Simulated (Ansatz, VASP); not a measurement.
## Cross-check of Si53BN72 (B_Si) between VASP and Ansatz

Aim: how closely do two programs agree when they are given the same cell, functional and k mesh? Of the first pair: The structure shown is the start of the Ansatz relaxation below; VASP solves that cell, so the two are compared at the walk's first step.

Method: plane waves, with VASP 6.6.1 beside it; single point at PBEsol, in Ansatz 0.2.0.

## Step 1: Starting point

The cell holds 126 atoms: 53 Si, 72 N and 1 B. Cell: a = 13.206 Å, b = 13.206 Å, c = 8.731 Å, α = 90.0°, β = 90.0°, γ = 120.0°. It derives from Si3N4 (Si3N4 (P6_3/m)). Nearest the centre at fractional (0.353, 0.473, 0.583): B126 at 0.05 Å, N88 at 1.72 Å, N79 at 1.74 Å, N84 at 1.76 Å, N112 at 1.76 Å, Si2 at 2.87 Å, Si37 at 2.87 Å, Si31 at 2.98 Å. The cell carries charge +1.

## Step 2: Ansatz: relaxation, PBEsol

Ansatz runs on its PAW soft_1 files.

The two programs are compared at the cell with which this relaxation starts, whose forces are those of its first step.

Input file input.yaml:

```yaml
crystal:
  lattice:
    - [11.43668588, 6.60297367, 0.0]
    - [-11.43668588, 6.60297367, 0.0]
    - [0.0, 0.0, 2.91025578]
  atoms:
    - { symbol: Si, position: [0.01950046, 0.80655545, 0.75] }
    - { symbol: Si, position: [0.3528338, 0.47322211, 0.75] }
    - { symbol: Si, position: [0.68616713, 0.13988878, 0.75] }
    - { symbol: Si, position: [0.21294502, 0.01950046, 0.25] }
    - { symbol: Si, position: [0.54627835, 0.68616713, 0.25] }
    - { symbol: Si, position: [0.87961168, 0.3528338, 0.25] }
    - { symbol: Si, position: [0.13988878, 0.45372165, 0.25] }
    - { symbol: Si, position: [0.47322211, 0.12038832, 0.25] }
    - { symbol: Si, position: [0.80655545, 0.78705498, 0.25] }
    - { symbol: Si, position: [0.19344455, 0.21294502, 0.75] }
    - { symbol: Si, position: [0.52677789, 0.87961168, 0.75] }
    - { symbol: Si, position: [0.86011122, 0.54627835, 0.75] }
    - { symbol: Si, position: [0.12038832, 0.6471662, 0.75] }
    - { symbol: Si, position: [0.45372165, 0.31383287, 0.75] }
    - { symbol: Si, position: [0.78705498, 0.98049954, 0.75] }
    - { symbol: Si, position: [0.31383287, 0.86011122, 0.25] }
    - { symbol: Si, position: [0.6471662, 0.52677789, 0.25] }
    - { symbol: Si, position: [0.98049954, 0.19344455, 0.25] }
    - { symbol: "N", position: [0.0, 0.66666667, 0.75] }
    - { symbol: "N", position: [0.33333333, 0.33333333, 0.75] }
    - { symbol: "N", position: [0.66666667, 0.0, 0.75] }
    - { symbol: "N", position: [0.0, 0.33333333, 0.25] }
    - { symbol: "N", position: [0.33333333, 0.0, 0.25] }
    - { symbol: "N", position: [0.66666667, 0.66666667, 0.25] }
    - { symbol: "N", position: [0.21345843, 0.45653274, 0.75] }
    - { symbol: "N", position: [0.54679176, 0.12319941, 0.75] }
    - { symbol: "N", position: [0.8801251, 0.78986608, 0.75] }
    - { symbol: "N", position: [0.09025902, 0.8801251, 0.25] }
    - { symbol: "N", position: [0.42359235, 0.54679176, 0.25] }
    - { symbol: "N", position: [0.75692569, 0.21345843, 0.25] }
    - { symbol: "N", position: [0.12319941, 0.57640765, 0.25] }
    - { symbol: "N", position: [0.45653274, 0.24307431, 0.25] }
    - { symbol: "N", position: [0.78986608, 0.90974098, 0.25] }
    - { symbol: "N", position: [0.21013392, 0.09025902, 0.75] }
    - { symbol: "N", position: [0.54346726, 0.75692569, 0.75] }
    - { symbol: "N", position: [0.87680059, 0.42359235, 0.75] }
    - { symbol: "N", position: [0.1198749, 0.21013392, 0.25] }
    - { symbol: "N", position: [0.45320824, 0.87680059, 0.25] }
    - { symbol: "N", position: [0.78654157, 0.54346726, 0.25] }
    - { symbol: "N", position: [0.24307431, 0.78654157, 0.75] }
    - { symbol: "N", position: [0.57640765, 0.45320824, 0.75] }
    - { symbol: "N", position: [0.90974098, 0.1198749, 0.75] }
  supercell: [1, 1, 3]
  defects: [{ substitution: { at: 43, symbol: B } }]
total_charge: 1
basis:
  ecutwfc: 420
  xc_grid: 2
hamiltonian:
  xc: pbesol
  pseudopotentials: { kind: paw, azcp: { folder: soft_1 }, xc_functional: pbe }
kpoints:
  mp_grid: { grid: [1, 1, 1], shift: [0.25, 0.25, 0.25] }
scf:
  occupations: { method: fixed }
  max_iter: 100
output:
  forces: true
  charged_corrections: { epsilon: [4.29, 4.29, 4.37], static_epsilon: [8.29, 8.29, 8.25] }
relax:
  f_tol: 0.02
  max_steps: 80
  random_displacement: { amplitude: 0.05, seed: 477 }
checkpoint:
  write: "../qp1.relax.run"
  compress: false
  write_wavefunctions: true
  write_every: 100000
```

On the command line:

```console
$ ansatz run input.yaml --threads 8 --pin off --max-ram 22609MiB --backend cpu --events-out ev --progress --plain --runs-dir out
```

Numbers of over 12 decimals in the logs are rounded to 6 here.

Log:

```text
Engine: ansatz 0.2.0, aarch64-unknown-linux-gnu
Pseudopotentials: kind: paw
Pseudopotential: Si, paw, valence charge 4, recommended cutoff 420 eV (normal), soft_1/Si.paw.azcp
Pseudopotential: N, paw, valence charge 5, recommended cutoff 420 eV (normal), soft_1/N.paw.azcp
Pseudopotential: B, paw, valence charge 3, recommended cutoff 420 eV (normal), soft_1/B.paw.azcp
Functional definition: PBEsol
  exchange = pbesol_x
  correlation = pbesol_c
Crystal: 126 atoms, lattice volume = 1318.628 Å³
Basis set: ecut = 420 eV, 25805 PW (Γ), exchange–correlation on 180×180×120 points (8 copies of the dense FFT grid, shifted against one another)
Bands: 413, of which v1, the nominal top of the filled ones, is band 287 counted from 1 (286 counted from 0)
Symmetry: 1 space group operations
k-points: 1
Non-local potential: Si, projectors of the file, l = 0: 2, l = 1: 2, l = 2: 1
Non-local potential: N, projectors of the file, l = 0: 2, l = 1: 2, l = 2: 1
Non-local potential: B, projectors of the file, l = 0: 2, l = 1: 2, l = 2: 1
PAW form: soft (Blöchl's): semilocal exchange-correlation on the pseudo side does not see the compensation charge
PAW frozen core: Si, regenerated for the run's functional, and the local potential with it (the file was generated under x = pbe(κ = 0.804, μ = 0.219515), c = pbe(β = 0.066725))
PAW frozen core: N, regenerated for the run's functional, and the local potential with it (the file was generated under x = pbe(κ = 0.804, μ = 0.219515), c = pbe(β = 0.066725))
PAW frozen core: B, regenerated for the run's functional, and the local potential with it (the file was generated under x = pbe(κ = 0.804, μ = 0.219515), c = pbe(β = 0.066725))
PAW one-centre angular grid: Si, 110 points (default); XC on 64 Gauss nodes
PAW one-centre angular grid: N, 110 points (default); XC on 64 Gauss nodes
PAW one-centre angular grid: B, 110 points (default); XC on 64 Gauss nodes
Initial density: superposition of atomic densities (chi_scale 0.1, normalization cell, long waves kept (reshape's long-wave potential 0.09 eV rms))
Initial wavefunctions: pseudopotential atomic-orbital guess
Functional: x = pbesol(κ = 0.804, μ = 0.123457), c = pbesol(β = 0.046)
SCF iter   1: F=—  HF=-60590.860935 eV  |F-HF|=—  |Δ(HF+E_count)|=         —  Δρ=1.49e-1  dr2=3.11e2  ethr=3.10e-3  ⟨swp⟩=6.0  Hψ=1641  notcnv=0  defer=123
preconditioner: auto → Resta (q_TF=auto, 2.375 Å⁻¹)  ε∞=3.6  [insulator: Δε(μ)=0.115 eV  Ē_g=15.321 eV  n_scr=282 (ndim 8)  ℏωp=24.5 eV  f_vac=0.010  ε∞_Penn≈3.6]
SCF iter   2: F=—  HF=-60500.309865 eV  |F-HF|=—  |Δ(HF+E_count)|=    9.06e1  Δρ=5.33e-2  dr2=2.74e1  ethr=3.10e-3  ⟨swp⟩=5.0  Hψ=1182  notcnv=0  defer=122
SCF iter   3: F=—  HF=-60496.664174 eV  |F-HF|=—  |Δ(HF+E_count)|=    3.65e0  Δρ=3.21e-2  dr2=1.30e1  ethr=3.10e-3  ⟨swp⟩=4.0  Hψ=996  notcnv=0  defer=122
SCF iter   4: F=—  HF=-60495.427486 eV  |F-HF|=—  |Δ(HF+E_count)|=    1.24e0  Δρ=1.90e-2  dr2=7.51e0  ethr=2.27e-3  ⟨swp⟩=4.0  Hψ=518  notcnv=0  defer=122
SCF iter   5: F=—  HF=-60496.033874 eV  |F-HF|=—  |Δ(HF+E_count)|=   6.06e-1  Δρ=2.46e-2  dr2=1.53e1  ethr=1.31e-3  ⟨swp⟩=3.0  Hψ=489  notcnv=0  defer=123
SCF iter   6: F=—  HF=-60494.760785 eV  |F-HF|=—  |Δ(HF+E_count)|=    1.27e0  Δρ=7.85e-3  dr2=1.76e0  ethr=1.31e-3  ⟨swp⟩=4.0  Hψ=512  notcnv=0  defer=124
SCF iter   7: F=—  HF=-60494.623469 eV  |F-HF|=—  |Δ(HF+E_count)|=   1.37e-1  Δρ=7.04e-3  dr2=1.09e0  ethr=3.07e-4  ⟨swp⟩=2.0  Hψ=292  notcnv=0  defer=124
SCF iter   8: F=—  HF=-60494.637629 eV  |F-HF|=—  |Δ(HF+E_count)|=   1.42e-2  Δρ=8.26e-3  dr2=1.82e0  ethr=1.90e-4  ⟨swp⟩=3.0  Hψ=428  notcnv=0  defer=124
SCF iter   9: F=—  HF=-60494.588753 eV  |F-HF|=—  |Δ(HF+E_count)|=   4.89e-2  Δρ=5.72e-3  dr2=9.60e-1  ethr=1.90e-4  ⟨swp⟩=2.0  Hψ=302  notcnv=0  defer=124
SCF iter  10: F=—  HF=-60494.571889 eV  |F-HF|=—  |Δ(HF+E_count)|=   1.69e-2  Δρ=4.50e-3  dr2=6.68e-1  ethr=1.67e-4  ⟨swp⟩=3.0  Hψ=294  notcnv=0  defer=124
SCF iter  11: F=—  HF=-60494.573811 eV  |F-HF|=—  |Δ(HF+E_count)|=   1.92e-3  Δρ=5.34e-3  dr2=7.46e-1  ethr=1.16e-4  ⟨swp⟩=3.0  Hψ=294  notcnv=0  defer=124
SCF iter  12: F=—  HF=-60494.553358 eV  |F-HF|=—  |Δ(HF+E_count)|=   2.05e-2  Δρ=4.21e-3  dr2=3.87e-1  ethr=1.16e-4  ⟨swp⟩=1.0  Hψ=291  notcnv=0  defer=124
SCF iter  13: F=—  HF=-60494.551229 eV  |F-HF|=—  |Δ(HF+E_count)|=   2.13e-3  Δρ=2.14e-3  dr2=9.99e-2  ethr=6.74e-5  ⟨swp⟩=1.0  Hψ=291  notcnv=0  defer=122
SCF iter  14: F=—  HF=-60494.547917 eV  |F-HF|=—  |Δ(HF+E_count)|=   3.31e-3  Δρ=1.56e-3  dr2=5.17e-2  ethr=1.74e-5  ⟨swp⟩=1.0  Hψ=291  notcnv=0  defer=123
SCF iter  15: F=—  HF=-60494.548012 eV  |F-HF|=—  |Δ(HF+E_count)|=   9.50e-5  Δρ=2.08e-3  dr2=8.78e-2  ethr=9.01e-6  ⟨swp⟩=3.0  Hψ=294  notcnv=0  defer=124
SCF iter  16: F=—  HF=-60494.547028 eV  |F-HF|=—  |Δ(HF+E_count)|=   9.84e-4  Δρ=2.22e-3  dr2=1.19e-1  ethr=9.01e-6  ⟨swp⟩=2.0  Hψ=422  notcnv=0  defer=124
[...]
- { symbol: N, position: [0.332888, 0.331895, 0.250356] }
    - { symbol: N, position: [0.665764, -0.00159323, 0.250375] }
    - { symbol: N, position: [-0.000260895, 0.332799, 0.083676] }
    - { symbol: N, position: [0.333119, -0.000535004, 0.083579] }
    - { symbol: N, position: [0.665755, 0.665725, 0.083651] }
    - { symbol: N, position: [0.213187, 0.455319, 0.249736] }
    - { symbol: N, position: [0.546759, 0.123740, 0.251240] }
    - { symbol: N, position: [0.878701, 0.788022, 0.250845] }
    - { symbol: N, position: [0.089169, 0.879668, 0.083642] }
    - { symbol: N, position: [0.422450, 0.542817, 0.083195] }
    - { symbol: N, position: [0.756602, 0.212232, 0.083835] }
    - { symbol: N, position: [0.123729, 0.576262, 0.083599] }
    - { symbol: N, position: [0.456193, 0.242438, 0.084062] }
    - { symbol: N, position: [0.788997, 0.908740, 0.083921] }
    - { symbol: N, position: [0.209777, 0.089792, 0.249910] }
    - { symbol: N, position: [0.538878, 0.751957, 0.251268] }
    - { symbol: N, position: [0.877208, 0.423289, 0.250450] }
    - { symbol: N, position: [0.119511, 0.209765, 0.083694] }
    - { symbol: N, position: [0.453216, 0.876049, 0.083240] }
    - { symbol: N, position: [0.786747, 0.543119, 0.083886] }
    - { symbol: N, position: [0.243026, 0.786702, 0.250382] }
    - { symbol: N, position: [0.576342, 0.452519, 0.250599] }
    - { symbol: N, position: [0.909626, 0.119386, 0.250812] }
    - { symbol: Si, position: [0.018550, 0.806315, 0.583625] }
    - { symbol: B, position: [0.349808, 0.471715, 0.583053] }
    - { symbol: Si, position: [0.686562, 0.139845, 0.583868] }
    - { symbol: Si, position: [0.212675, 0.020551, 0.417837] }
    - { symbol: Si, position: [0.538759, 0.678990, 0.419430] }
    - { symbol: Si, position: [0.880600, 0.352820, 0.417135] }
    - { symbol: Si, position: [0.144412, 0.454229, 0.419816] }
    - { symbol: Si, position: [0.473105, 0.121273, 0.417920] }
    - { symbol: Si, position: [0.804350, 0.785432, 0.417121] }
    - { symbol: Si, position: [0.196761, 0.219310, 0.583678] }
    - { symbol: Si, position: [0.526365, 0.878721, 0.583218] }
    - { symbol: Si, position: [0.860328, 0.546105, 0.583847] }
    - { symbol: Si, position: [0.121329, 0.647136, 0.583603] }
    - { symbol: Si, position: [0.452075, 0.317123, 0.584127] }
    - { symbol: Si, position: [0.786905, 0.979901, 0.583855] }
    - { symbol: Si, position: [0.313810, 0.860332, 0.416878] }
    - { symbol: Si, position: [0.647040, 0.526079, 0.417363] }
    - { symbol: Si, position: [0.980624, 0.193280, 0.417302] }
    - { symbol: N, position: [0.000429189, 0.666619, 0.583689] }
[...]
- { symbol: Si, position: [0.019068, 0.806468, 0.916450] }
    - { symbol: Si, position: [0.352260, 0.472383, 0.911342] }
    - { symbol: Si, position: [0.685774, 0.138898, 0.916911] }
    - { symbol: Si, position: [0.212628, 0.020479, 0.749428] }
    - { symbol: Si, position: [0.538920, 0.678956, 0.746655] }
    - { symbol: Si, position: [0.880627, 0.352811, 0.750424] }
    - { symbol: Si, position: [0.144218, 0.454033, 0.747047] }
[...]
- { symbol: Si, position: [0.525641, 0.876946, 0.916099] }
    - { symbol: Si, position: [0.860459, 0.545929, 0.917188] }
    - { symbol: Si, position: [0.121211, 0.646612, 0.916341] }
    - { symbol: Si, position: [0.454053, 0.313264, 0.917282] }
    - { symbol: Si, position: [0.786853, 0.979789, 0.916988] }
    - { symbol: Si, position: [0.313779, 0.860287, 0.750059] }
    - { symbol: Si, position: [0.647086, 0.526024, 0.750459] }
    - { symbol: Si, position: [0.980558, 0.193272, 0.750274] }
[...]
- { symbol: N, position: [0.538851, 0.751838, 0.914872] }
    - { symbol: N, position: [0.877235, 0.423279, 0.917137] }
    - { symbol: N, position: [0.120572, 0.211347, 0.750520] }
    - { symbol: N, position: [0.453135, 0.877009, 0.749820] }
    - { symbol: N, position: [0.786879, 0.543483, 0.750784] }
    - { symbol: N, position: [0.243032, 0.786591, 0.916600] }
    - { symbol: N, position: [0.576325, 0.452527, 0.917337] }
    - { symbol: N, position: [0.909646, 0.119296, 0.916866] }
```

In the SCF lines HF is the Harris–Foulkes energy and dr2 the Hartree energy of the density residual, in eV; the loop may stop once dr2 is under the threshold and the program's other checks hold. Hψ counts applications of the Hamiltonian.

## Step 3: VASP: single point, PBEsol, start cell, pair 1

The same cell, functional and mesh now go to VASP, with its own data sets.

Lines of VASP's logs that name or quote its potential files are left out, and so is its time.

Input file INCAR:

```
SYSTEM = Si53BN72
PREC = Accurate
ENCUT = 520
EDIFF = 1E-06
NELM = 120
ISMEAR = 0
SIGMA = 0.01
LREAL = Auto
ALGO = Normal
GGA = PS
NELECT = 574
NBANDS = 384
LORBIT = 11
LWAVE = .FALSE.
LCHARG = .FALSE.
ISIF = 2
ISYM = 0
LASPH = .TRUE.
GGA_COMPAT = .FALSE.
NCORE = 4
```

Input file POSCAR:

```
Si53BN72
1.0
   11.4366858822      6.6029736727      0.0000000000
  -11.4366858822      6.6029736727      0.0000000000
    0.0000000000      0.0000000000      8.7307673276
Si N B
53 72 1
Direct
    0.0196339843      0.8036590151      0.2535605310
    0.3548448178      0.4758309159      0.2544695004
[... 7 atom lines left out ...]
    0.1950885020      0.2105684236      0.2521801255
[... 3 atom lines left out ...]
    0.4524355171      0.3165905690      0.2481295078
[... 7 atom lines left out ...]
    0.5434366592      0.6818747536      0.4163921524
[... 1 atom line left out ...]
    0.1364772490      0.4509492943      0.4134692707
[... 2 atom lines left out ...]
    0.1913783669      0.2089844289      0.5857548149
    0.5237346847      0.8791748920      0.5871034936
[... 1 atom line left out ...]
    0.1235213647      0.6513640511      0.5829976689
    0.4539322766      0.3161954343      0.5879228947
[... 2 atom lines left out ...]
    0.6449229906      0.5225125289      0.4179121792
    0.9788441694      0.1895995322      0.4193621090
[... 1 atom line left out ...]
    0.3508490269      0.4703025131      0.9124785601
[... 2 atom lines left out ...]
    0.5501656110      0.6892274875      0.7479962247
[... 1 atom line left out ...]
    0.1438972492      0.4572008615      0.7504988684
[... 2 atom lines left out ...]
    0.1909620899      0.2094547724      0.9134032211
[... 3 atom lines left out ...]
    0.4501580229      0.3098586376      0.9165739619
[... 2 atom lines left out ...]
    0.6432759382      0.5234246094      0.7484863306
    0.9800997499      0.1909544422      0.7545302438
[... 1 atom line left out ...]
    0.3324505082      0.3365947158      0.2503015964
[... 4 atom lines left out ...]
    0.2096349530      0.4546144015      0.2472229438
[... 3 atom lines left out ...]
    0.4228276824      0.5496126632      0.0804491717
[... 5 atom lines left out ...]
    0.5399651089      0.7546379630      0.2466693842
[... 5 atom lines left out ...]
    0.5750671258      0.4533234656      0.2553199411
[... 2 atom lines left out ...]
    0.3328932406      0.3323991289      0.5777389101
[... 1 atom line left out ...]
    0.9980943888      0.3312310194      0.4215187351
[... 1 atom line left out ...]
    0.6703489369      0.6670280447      0.4187930869
    0.2108868625      0.4535996579      0.5794292541
[... 3 atom lines left out ...]
    0.4263933410      0.5481446958      0.4210632195
[... 1 atom line left out ...]
    0.1243847828      0.5765854512      0.4221431933
    0.4580362779      0.2405698697      0.4145078965
[... 1 atom line left out ...]
    0.2105865234      0.0933516868      0.5796389722
    0.5457812361      0.7562958926      0.5873712822
[... 1 atom line left out ...]
    0.1237706138      0.2117562427      0.4141145749
[... 3 atom lines left out ...]
    0.5743666148      0.4553680680      0.5849169733
[... 2 atom lines left out ...]
    0.3366142890      0.3329143535      0.9188167201
[... 1 atom line left out ...]
    0.0029121647      0.3361773290      0.7537198912
[... 1 atom line left out ...]
    0.6659780924      0.6637646016      0.7458749908
    0.2137275296      0.4590287496      0.9122041284
[... 3 atom lines left out ...]
    0.4215967426      0.5453106414      0.7550427989
[... 1 atom line left out ...]
    0.1254199958      0.5768005839      0.7548123496
    0.4546948600      0.2406395799      0.7546631072
[... 2 atom lines left out ...]
    0.5420260124      0.7596999108      0.9178020327
[... 1 atom line left out ...]
    0.1213019675      0.2095485111      0.7550440589
[... 3 atom lines left out ...]
    0.5800508744      0.4565187591      0.9144418469
[... 1 atom line left out ...]
    0.3569660639      0.4740657214      0.5836105589
```

Input file KPOINTS:

```
Points of the shifted mesh
1
Reciprocal
 0.2500000000  0.2500000000  0.2500000000 1
```

PAW data sets: Si, N and B (PBE family, release 64).

On the command line:

```console
$ mpirun -np 16 vasp_std
```

Log:

```text
[banner, memory and clock lines left out]
running   16 mpi-ranks, on    1 nodes
[...]
|                                                                             |
|               ----> ADVICE to this user running VASP <----                  |
|                                                                             |
|     You enforced a specific xc type in the INCAR file but a different       |
|     [... a line on the potential file left out ...]
|     I HOPE YOU KNOW WHAT YOU ARE DOING!                                     |
|                                                                             |

 LDA part: xc-table for (Slater+PW92), standard interpolation
 POSCAR, INCAR and KPOINTS ok, starting setup
[...]
entering main loop
       N       E                     dE             d eps       ncg     rms          rms(c)
DAV:   1     0.266925455986E+04    0.26693E+04   -0.28333E+05   776   0.139E+03
DAV:   2    -0.957104512419E+03   -0.36264E+04   -0.34864E+04   944   0.298E+02
DAV:   3    -0.121487716194E+04   -0.25777E+03   -0.25534E+03   936   0.815E+01
DAV:   4    -0.122065968430E+04   -0.57825E+01   -0.57587E+01   976   0.124E+01
DAV:   5    -0.122079267519E+04   -0.13299E+00   -0.13276E+00   944   0.187E+00BRMIX: very serious problems
 the old and the new charge density differ
 old charge density:   575.00000 new  574.00000
    0.863E+01
DAV:   6    -0.108661316560E+04    0.13418E+03   -0.52713E+02   896   0.308E+01    0.400E+01
DAV:   7    -0.108403140241E+04    0.25818E+01   -0.43677E+01  1016   0.999E+00    0.196E+01
DAV:   8    -0.108304486509E+04    0.98654E+00   -0.13676E+01  1072   0.650E+00    0.107E+01
DAV:   9    -0.108274488178E+04    0.29998E+00   -0.15608E+01  1088   0.358E+00    0.484E+00
[...]
DAV:  25    -0.108229275591E+04   -0.41639E-05   -0.32981E-05   808   0.418E-03    0.206E-02
DAV:  26    -0.108229275702E+04   -0.11015E-05   -0.62160E-06   648   0.291E-03    0.814E-03
DAV:  27    -0.108229275723E+04   -0.21556E-06   -0.11865E-06   632   0.146E-03
   1 F= -.10822928E+04 E0= -.10822889E+04  d E =-.777478E-02
```

OUTCAR, selected parts (step 3):

```text
  FREE ENERGIE OF THE ION-ELECTRON SYSTEM (eV)
  ---------------------------------------------------
  free  energy   TOTEN  =     -1082.2927572310 eV

  energy  without entropy=    -1082.2849824526  energy(sigma->0) =    -1082.28886984
```

The cell is charged against a uniform background.

The run ends at a pressure of -0.84 GPa, with forces up to 3.7 eV/Å.

## Step 4: Comparison

Known differences besides the potentials themselves: fixed occupations in Ansatz, narrow Gaussian smearing in VASP; the cutoff is 420 eV in Ansatz and 520 eV in VASP (PREC = Accurate, projectors in real space); Ansatz makes its cores anew for this functional, VASP keeps those of its PBE data sets. Total energies have different zeros and are not compared.

Forces on 10 of the 126 atoms, those with the largest forces and the largest differences (eV/Å; atoms numbered as in POSCAR):

```tsv
atom	Ansatz x, y, z	VASP x, y, z
Si5	1.489, -0.012, -0.754	1.540, 0.034, -0.756
Si7	-0.870, 0.284, -2.725	-0.883, 0.229, -2.745
Si19	-0.036, -2.582, -1.857	-0.058, -2.598, -1.873
Si30	1.407, -2.741, 1.453	1.422, -2.751, 1.470
Si37	-0.690, 0.506, 0.952	-0.628, 0.462, 0.974
Si53	-0.900, 1.890, -2.376	-0.905, 1.904, -2.404
N68	-2.998, 1.422, -0.562	-3.021, 1.440, -0.572
N88	0.127, -3.004, 1.568	0.116, -3.032, 1.575
N99	-0.260, 3.505, -0.260	-0.261, 3.521, -0.269
N112	0.252, 0.304, -3.617	0.245, 0.317, -3.646
```

The forces differ by 17 meV/Å r.m.s., which is 1.4 % of the r.m.s. force of 1.187 eV/Å (both taken over all components). The cell carries a charge of +1 e against a uniform background, so its pressure also hangs on how the neutralising background is counted, and in a defect's cell a gap may be the spacing between its levels.

(Continued in part 2 of 2.)

[Lines on the potential files, build, host, timing and source positions are cut from VASP's logs without a mark.]

[Logs are printed without paths, hosts, clocks, repeated set-up lines and the standing remarks that a program may print on its own settings, such as how far it seeks lower states.]

[Hosts, paths, dates, database ids (printed as entryN), source tags and the programs' standing remarks are cut or masked in the printed files.]
